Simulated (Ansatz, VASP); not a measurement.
**CuAu in VASP and in Ansatz**

```
Au Cu
1.0
     2.82936    0.00000    0.00000
     0.00000    2.82936    0.00000
     0.00000    0.00000    3.70940
Au Cu
1 1
Direct
  0.00000 0.00000 0.00000
  0.50000 0.50000 0.50000
```

Change from the starting cell: volume scaled by 1.02.

Alike in both runs: task single point; functional PBE; k mesh 9 × 9 × 7; occupations fermi-dirac, width 0.05 eV; no spin polarisation.

|  | VASP | Ansatz |
| --- | --- | --- |
| version | VASP 6.6.1 | Ansatz 0.2.0 |
| potentials or method | VASP PAW PBE potentials, release 64 (Au, Cu) | Ansatz PAW |
| plane-wave cutoff (eV) | 520 | 420 |
| valence electrons in the cell | 22 | 38 |

```tsv
	VASP	Ansatz	Ansatz less VASP
gap on the k mesh at the Fermi level (eV)	none	none	-
pressure (GPa)	1.4	1.4	0.00
largest component of the traceless stress (GPa)	0.20	0.28	+0.073
```

A gap of «none» marks a metal or a gap that the smearing closes. The two sets of potentials don't hold the same shells in valence.

Spin-orbit coupling is left out, which matters for the levels of Au.
